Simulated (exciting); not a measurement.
Here is an exciting (release sodium) calculation.

Contents of run_exciting.py:

```python
import subprocess
import xml.etree.ElementTree as ET
from ase.io import read
from ase.units import Bohr

atoms = read("InP.xyz")
rmt = {'In': 2.3, 'P': 2.0}  # bohr
tasks = """
<groundstate do="fromscratch" ngridk="6 6 6" rgkmax="6.8" gmaxvr="14" lmaxapw="10" lmaxmat="10" lmaxvr="8" stype="Methfessel-Paxton 2" swidth="0.00367493" nempty="20" ValenceRelativity="iora*" epsengy="1e-05" epspot="1e-05" maxscl="60" outputlevel="high">
  <libxc exchange="XC_GGA_X_AM05" correlation="XC_GGA_C_AM05"/>
  <spin spinorb="true"/>
</groundstate>
<properties>
  <chargedensityplot>
    <plot3d>
      <box grid="20 20 20">
        <origin coord="0 0 0"/>
        <point coord="1 0 0"/>
        <point coord="0 1 0"/>
        <point coord="0 0 1"/>
      </box>
    </plot3d>
  </chargedensityplot>
  <elfplot>
    <plot3d>
      <box grid="20 20 20">
        <origin coord="0 0 0"/>
        <point coord="1 0 0"/>
        <point coord="0 1 0"/>
        <point coord="0 0 1"/>
      </box>
    </plot3d>
  </elfplot>
  <exccplot>
    <plot3d>
      <box grid="20 20 20">
        <origin coord="0 0 0"/>
        <point coord="1 0 0"/>
        <point coord="0 1 0"/>
        <point coord="0 0 1"/>
      </box>
    </plot3d>
  </exccplot>
</properties>
"""

root = ET.Element("input")
ET.SubElement(root, "title").text = "InP"
structure = ET.SubElement(root, "structure", speciespath="./", tshift="false")
crystal = ET.SubElement(structure, "crystal", scale="1.0")
for vector in atoms.cell / Bohr:
    ET.SubElement(crystal, "basevect").text = " ".join(f"{x:.12f}" for x in vector)
symbols = atoms.get_chemical_symbols()
for element in dict.fromkeys(symbols):
    species = ET.SubElement(structure, "species", speciesfile=element + ".xml", rmt=str(rmt[element]))
    for symbol, position in zip(symbols, atoms.get_scaled_positions(wrap=False)):
        if symbol == element:
            ET.SubElement(species, "atom", coord=" ".join(f"{x:.12f}" for x in position))
root.extend(ET.fromstring("<tasks>" + tasks + "</tasks>"))
ET.indent(root)
ET.ElementTree(root).write("input.xml")
subprocess.run(["exciting_smp"], check=True)
```

The input InP.xyz:

```xyz
2
Lattice="0.0000000000 2.7204352154 2.7204352154 2.7204352154 0.0000000000 2.7204352154 2.7204352154 2.7204352154 0.0000000000" Properties=species:S:1:pos:R:3 pbc="T T T"
In     0.0000000000      0.0000000000      0.0000000000
P      4.0806528231      4.0806528231      4.0806528231
```

Potentials or basis: all-electron LAPW+lo, shipped species files, valence relativity iora*.

Command:

```sh
$ OMP_NUM_THREADS=1 python run_exciting.py
```

Problem. What does it give for the band gap on the k mesh?

Solution. 1.23 eV, indirect (least direct gap 1.79 eV).

Caveat: total energies with spin-orbit coupling aren't reliable in this program, so none is listed and the log's shouldn't be used. A k mesh can miss the band edges.
